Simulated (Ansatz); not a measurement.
## GaN: pressure and energy less free atoms as volume scale varies

Periodic Kohn-Sham DFT of a crystal at fixed atoms, scaled to volume_scale times the given cell; pressure positive in compression, energy less spherical unpolarised free atoms, largest_vzz the field gradient of largest size among the nuclei. The results are calculated, by Ansatz 0.2.0.

The cell before it is scaled or strained (space group Fm-3m, No. 225):
```
GaN
1.0
      0.0000     1.9925     1.9925
      1.9925     0.0000     1.9925
      1.9925     1.9925     0.0000
Ga N
1 1
Direct
  0.50000 0.50000 0.50000
  0.00000 0.00000 0.00000
```

Settings of every row: method all-electron LAPW; functional PBEsol; relativity scalar; k mesh 13x13x13; filling fermi-dirac; smearing width 0.02 eV; basis error target 1 meV/atom; nucleus gaussian.

Atom start moment: 0 on all atoms.

Limits: all rows lie far from zero pressure; cell far from its zero-pressure volume.

| row | volume scale | V (Å³/atom) | pressure (GPa) | energy less free atoms (eV/atom) |
| --- | --- | --- | --- | --- |
| 1 | 0.94 | 7.436 | 91.671 | -5.6829 |
| 2 | 0.9405 | 7.44 | 91.356 | -5.6851 |
| 3 | 0.96 | 7.594 | 79.643 | -5.7674 |
| 4 | 0.97 | 7.673 | 74.053 | -5.8053 |
| 5 | 0.98 | 7.752 | 68.726 | -5.8405 |
| 6 | 1 | 7.91 | 58.811 | -5.9034 |
| 7 | 1.01 | 7.989 | 54.198 | -5.9313 |
| 8 | 1.02 | 8.069 | 49.8 | -5.957 |
| 9 | 1.03 | 8.148 | 45.606 | -5.9805 |
| 10 | 1.04 | 8.227 | ? | ? |
| 11 | 1.06 | 8.385 | 34.15 | -6.0394 |

Question: what pressure and energy less free atoms should row 10 give?

Worked fit of pressure. Take u = (V_r/V)^(2/3) − 1 with V_r = 7.831 Å³ an atom, which is twice the finite (Eulerian) strain; such expansions in the strain, on which the Birch-Murnaghan equation of state is built, carry the rest volume and the bulk modulus. The shown rows have u = 0.03511, 0.03474, 0.0207, 0.01368, 0.00678, -0.00667, -0.01323, -0.01976, -0.02611, -0.04455. Least squares give pressure = 63.6568 + 735.627 × u + 1720.17 × u² + 1623 × u³ GPa; a parabola predicts inner rows, each left out in turn, worse (root mean square 0.032 against 0.019 GPa). The rows lie off it by -0.004, -0.001, 0.007, 0.007, 0.002, -0.015, -0.024, 0.020, 0.013, -0.005 (root mean square 0.012 GPa). The withheld row has u = -0.03235, so the fit gives 63.6568 + 735.627 × (-0.03235) + 1720.17 × (-0.03235)² + 1623 × (-0.03235)³ = 41.605 GPa.

The calculation gave 41.605 GPa. The fit meets it to the printed digit.

Worked fit of energy less free atoms. Take u = (V_r/V)^(2/3) − 1 with V_r = 7.831 Å³ an atom, which is twice the finite (Eulerian) strain; such expansions in the strain, on which the Birch-Murnaghan equation of state is built, carry the rest volume and the bulk modulus. The shown rows have u = 0.03511, 0.03474, 0.0207, 0.01368, 0.00678, -0.00667, -0.01323, -0.01976, -0.02611, -0.04455. Least squares give energy less free atoms = −5.87311 + 4.6732 × u + 21.183 × u² eV/atom; a straight line predicts inner rows, each left out in turn, worse (root mean square 0.012 against 0.00015 eV/atom). The rows lie off it by 0.0000, 0.0001, -0.0001, -0.0001, 0.0000, -0.0001, -0.0001, 0.0002, 0.0002, -0.0001. The withheld row has u = -0.03235, so the fit gives −5.87311 + 4.6732 × (-0.03235) + 21.183 × (-0.03235)² = -6.0021 eV/atom.

The calculation gave -6.002 eV/atom. The fit lies 0.0001 eV/atom (0.028 % of the column's range) below it, one unit of the last digit.
